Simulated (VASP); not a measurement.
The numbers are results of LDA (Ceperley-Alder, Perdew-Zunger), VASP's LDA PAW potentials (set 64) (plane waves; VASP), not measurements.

VASP input:

POSCAR:
```
BaF2
1
    0.0000000000     2.8126380726     2.8126380726
    2.8126380726     0.0000000000     2.8126380726
    2.8126380726     2.8126380726     0.0000000000
Ba F
1 2
Direct
  0.0000000000   0.0000000000   0.0000000000
  0.2500000000   0.2500000000   0.2500000000
  0.7500000000   0.7500000000   0.7500000000
```

### KPOINTS
```
kpoints
0
gamma
7 7 7
0 0 0
```

### INCAR
```
SYSTEM = BaF2
PREC = Accurate
ENCUT = 620
EDIFF = 1E-6
NELM = 100
ALGO = Normal
LREAL = .FALSE.
LASPH = .TRUE.
ISMEAR = 0
SIGMA = 0.05
LMAXMIX = 4
LWAVE = .FALSE.
LCHARG = .FALSE.
IBRION = 2
ISIF = 3
NSW = 40
EDIFFG = -0.02
PSTRESS = 450
```

POTCAR, in this order: Ba_sv F (LDA.64 set). Program: vasp_std.

Output

OSZICAR:
```
       N       E                     dE             d eps       ncg     rms          rms(c)
DAV:   1     0.171212969703E+03    0.17121E+03   -0.15785E+04   640   0.169E+03
DAV:   2    -0.131328914871E+02   -0.18435E+03   -0.18186E+03   784   0.331E+02
DAV:   3    -0.193775493793E+02   -0.62447E+01   -0.62369E+01   920   0.669E+01
DAV:   4    -0.194678879361E+02   -0.90339E-01   -0.90331E-01   744   0.730E+00
DAV:   5    -0.194722233668E+02   -0.43354E-02   -0.43354E-02   960   0.100E+00    0.126E+01
DAV:   6    -0.177800458178E+02    0.16922E+01   -0.81455E+00   640   0.275E+01    0.792E+00
DAV:   7    -0.177478096025E+02    0.32236E-01   -0.42598E-01   816   0.585E+00    0.421E+00
DAV:   8    -0.177197456823E+02    0.28064E-01   -0.66603E-02   792   0.279E+00    0.435E-01
DAV:   9    -0.177179146635E+02    0.18310E-02   -0.23305E-02   720   0.126E+00    0.112E-01
DAV:  10    -0.177183620839E+02   -0.44742E-03   -0.22001E-03   656   0.415E-01    0.903E-02
DAV:  11    -0.177183300368E+02    0.32047E-04   -0.24594E-04   856   0.152E-01    0.219E-02
DAV:  12    -0.177183317368E+02   -0.17000E-05   -0.10235E-05   680   0.278E-02    0.134E-02
DAV:  13    -0.177183317972E+02   -0.60349E-07   -0.58015E-07   600   0.673E-03
   1 F= -.52193832E+01 E0= -.52193832E+01  d E =-.521938E+01
       N       E                     dE             d eps       ncg     rms          rms(c)
DAV:   1    -0.235187118964E+02   -0.58004E+01   -0.20327E+02   664   0.138E+02    0.312E+01
DAV:   2    -0.155519603022E+02    0.79668E+01   -0.41720E+01   640   0.557E+01    0.503E+00
DAV:   3    -0.149013109065E+02    0.65065E+00   -0.16806E+00   696   0.151E+01    0.295E+00
DAV:   4    -0.147710042350E+02    0.13031E+00   -0.12042E+00  1032   0.896E+00    0.106E+00
DAV:   5    -0.147700676672E+02    0.93657E-03   -0.37926E-02   736   0.190E+00    0.751E-01
DAV:   6    -0.147795241358E+02   -0.94565E-02   -0.64758E-02   752   0.268E+00    0.380E-01
DAV:   7    -0.147766551164E+02    0.28690E-02   -0.12587E-02   640   0.121E+00    0.158E-01
DAV:   8    -0.147766102531E+02    0.44863E-04   -0.14764E-03   720   0.397E-01    0.318E-02
DAV:   9    -0.147766243635E+02   -0.14110E-04   -0.13985E-04   768   0.765E-02    0.118E-02
DAV:  10    -0.147766254149E+02   -0.10514E-05   -0.10125E-05   704   0.320E-02    0.690E-03
DAV:  11    -0.147766247540E+02    0.66091E-06   -0.26323E-06   480   0.169E-02
   2 F= -.46277237E+01 E0= -.46277237E+01  d E =0.591660E+00
       N       E                     dE             d eps       ncg     rms          rms(c)
DAV:   1    -0.209700780248E+02   -0.61935E+01   -0.89345E+01   648   0.885E+01    0.189E+01
DAV:   2    -0.174304216328E+02    0.35397E+01   -0.15609E+01   640   0.356E+01    0.415E+00
DAV:   3    -0.171505345395E+02    0.27989E+00   -0.64175E-01   696   0.793E+00    0.220E+00
DAV:   4    -0.170934707939E+02    0.57064E-01   -0.44156E-01  1032   0.502E+00    0.542E-01
DAV:   5    -0.170932161666E+02    0.25463E-03   -0.16310E-02   672   0.134E+00    0.349E-01
DAV:   6    -0.170957802427E+02   -0.25641E-02   -0.60823E-03   808   0.817E-01    0.231E-01
DAV:   7    -0.170957703662E+02    0.98765E-05   -0.16816E-03   688   0.427E-01    0.515E-02
DAV:   8    -0.170957776468E+02   -0.72806E-05   -0.16079E-04   832   0.124E-01    0.116E-02
DAV:   9    -0.170957780273E+02   -0.38042E-06   -0.74450E-06   736   0.199E-02
   3 F= -.53597053E+01 E0= -.53597053E+01  d E =-.140322E+00
       N       E                     dE             d eps       ncg     rms          rms(c)
DAV:   1    -0.170652979221E+02    0.30480E-01   -0.34260E-02   640   0.175E+00    0.366E-01
DAV:   2    -0.170639338344E+02    0.13641E-02   -0.69353E-03   640   0.719E-01    0.632E-02
DAV:   3    -0.170638228616E+02    0.11097E-03   -0.23427E-04   680   0.168E-01    0.382E-02
DAV:   4    -0.170637986401E+02    0.24221E-04   -0.18760E-04  1008   0.106E-01    0.111E-02
DAV:   5    -0.170637987079E+02   -0.67817E-07   -0.60531E-06   672   0.238E-02
   4 F= -.53600472E+01 E0= -.53600472E+01  d E =-.140664E+00
```

**OUTCAR**
```
------------------------ aborting loop because EDIFF is reached ----------------------------------------
  FORCE on cell =-STRESS in cart. coord.  units (eV):
  Direction    XX          YY          ZZ          XY          YZ          ZX
  --------------------------------------------------------------------------------------
  Total       11.6594321     11.6594321     11.6594321      0.0000000      0.0000000     -0.0000000
  in kB      448.2959519    448.2959519    448.2959519      0.0000000      0.0000000     -0.0000000
  external PRESSURE =      -1.7040481 kB  Pullay stress =     450.0000000 kB
  volume of cell :       41.67
      direct lattice vectors                 reciprocal lattice vectors
     0.000000000  2.751678698  2.751678698    -0.181707261  0.181707261  0.181707261
     2.751678698 -0.000000000  2.751678698     0.181707261 -0.181707261  0.181707261
     2.751678698  2.751678698  0.000000000     0.181707261  0.181707261 -0.181707261
 POSITION                                       TOTAL-FORCE (eV/Angst)
 -----------------------------------------------------------------------------------
      2.75168      5.50336      2.75168        -0.000000      0.000000     -0.000000
      1.37584      1.37584      1.37584        -0.000000     -0.000000      0.000000
      4.12752      4.12752      4.12752         0.000000      0.000000     -0.000000
 -----------------------------------------------------------------------------------
    total drift:                               -0.000000     -0.000000      0.000000
  FREE ENERGIE OF THE ION-ELECTRON SYSTEM (eV)
  ---------------------------------------------------
  free  energy   TOTEN  =       -17.0637987079 eV

  energy  without entropy=      -17.0637987079  energy(sigma->0) =      -17.06379871
  enthalpy is  TOTEN    =        -5.3600471937 eV   P V=       11.7037515143

 reached required accuracy - stopping structural energy minimisation
```
(Selected blocks of OUTCAR.)

File CONTCAR:
```
BaF2
   1.00000000000000
     0.0000000000000000    2.7516786984511823    2.7516786984511823
     2.7516786984511823   -0.0000000000000000    2.7516786984511823
     2.7516786984511823    2.7516786984511823    0.0000000000000000
  Ba              F
     1     2
Direct
     1.0000000000000000    0.0000000000000000    1.0000000000000000
     0.2500000000000000    0.2500000000000000    0.2500000000000000
     0.7500000000000000    0.7500000000000000    0.7500000000000000
```

Energy and stress use the plane-wave basis of the starting cell.

The compound is BaF2 in the fluorite structure. This run relaxes it under an external pressure of 45 GPa. Symmetry was kept, so distortions that lower it aren't found.
